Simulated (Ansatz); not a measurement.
**SnO2: straining the crystal, a stretch of c alone**

One table from this session's results is given with a row withheld; the runs are named, their logs left out.

Computed with Ansatz 0.2.0 (DFT LDA, scalar-relativistic, plane waves, PAW, unless a step's input says otherwise).

3 further runs of the same task are left out: 3 set aside as unsound or not needed.

### The starting structure

Symmetry: P4_2/mnm, No. 136, tetragonal system. Conventional cell: a = 4.723 Å, b = 4.723 Å, c = 3.190 Å, α = 90.00°, β = 90.00°, γ = 90.00°. Sn (site symmetry mmm) has 6 O at 2.04 to 2.05 Å as nearest neighbours. Around O (site symmetry m2m) lie 3 Sn at 2.04 to 2.05 Å.

Structure file:

```cif
data_structure
_symmetry_space_group_name_H-M 'P4_2/mnm'
_symmetry_Int_Tables_number 136
_cell_length_a 4.7228
_cell_length_b 4.7228
_cell_length_c 3.1900
_cell_angle_alpha 90.000
_cell_angle_beta 90.000
_cell_angle_gamma 90.000
_cell_volume 71.15
loop_
_atom_site_label
_atom_site_type_symbol
_atom_site_symmetry_multiplicity
_atom_site_Wyckoff_symbol
_atom_site_fract_x
_atom_site_fract_y
_atom_site_fract_z
_atom_site_occupancy
Sn1 Sn 2 a 0.50000 0.50000 0.50000 1
O1 O 4 f 0.30607 0.30607 0.00000 1
```

It goes back to an entry of the Materials Project, which need not be the stable form.

It is the result of an earlier relaxation at this level (volume 11.86 Å³/atom; gap on the mesh: 1.16 eV).

The unstrained cell was computed beforehand with the same settings: E(σ→0) = -13980.3628 eV for 6 atoms, gap 1.16 eV over the zone.

Set-up of the first run:

File input.yaml:

```yaml
crystal:
  lattice:
    - [4.7212714757, 0.0, 0.0]
    - [0.0, 4.7242464866, 0.0]
    - [0.0, 0.0, 3.126219015]
  atoms:
    - { symbol: Sn, position: [0.5, 0.5, 0.5] }
    - { symbol: Sn, position: [0.0, 0.0, 0.0] }
    - { symbol: O, position: [0.3055669669, 0.3065721211, 0.0] }
    - { symbol: O, position: [0.8055669669, 0.1934278789, 0.5] }
    - { symbol: O, position: [0.1944330331, 0.8065721211, 0.5] }
    - { symbol: O, position: [0.6944330331, 0.6934278789, 0.0] }
basis:
  ecutwfc: 420
kpoints:
  mp_grid: { grid: [6, 6, 8] }
hamiltonian:
  xc: lda
scf:
  occupations: { method: gaussian, width: 0.02 }
output:
  forces: true
  stress: true
  eigenvalues: true
relax:
  adjacent_minimum: "off"
  f_tol: 0.008
  max_steps: 40
```

On the command line:

```bash
$ ansatz run input.yaml --threads 1 --pin off --max-ram 2560MiB --backend cpu --events-out ev --progress --plain --runs-dir out
```

Among the steps run: At -2.0 %; Band edges over the zone at -2.0 %; At +2.0 %; Band edges over the zone at +2.0 %; Strain -4.0 %; The gap over the whole zone at -4.0 %; The cell strained by +4.0 %; Seeking the band edges at +4.0 %; At -6.0 %; Band edges over the zone at -6.0 %; At +6.0 %; Seeking the band edges at +6.0 %.

One table of the session follows, with a row left open; its other results are not shown here.

Lengths are those of the vectors of the cell that was run; stresses in GPa:

| strain (%) | ΔE (meV/atom) | c (Å) |
| --- | --- | --- |
| -6.0 | 64.6 | 2.999 |
| -4.0 | 27.7 | 3.062 |
| -2.0 | 6.7 | 3.126 |
| +0.0 | 0.0 | 3.190 |
| +2.0 | ? | ? |
| +4.0 | 23.2 | 3.318 |
| +6.0 | 50.0 | 3.381 |

Estimate the missing values for strain (%) = +2.0.

Worked estimate for «ΔE (meV/atom)». A straight line through the neighbours (0.0, 0.0) and (4.0, 23.2) gives 0.0 + (23.2 − 0.0) × (2.0 − 0.0) / (4.0 − 0.0) = 11.6; a parabola fitted to 4 rows on both sides gives 6.0.

As computed: ΔE (meV/atom): 6.1; c (Å): 3.254. In «ΔE (meV/atom)» the line misses by +5.5 and the parabola by -0.1.

ΔE is over the unstrained cell. Stress in GPa, positive in compression, on the Cartesian axes of the input.

To keep in mind: Warnings in the runs' records: stress scf threshold loose.
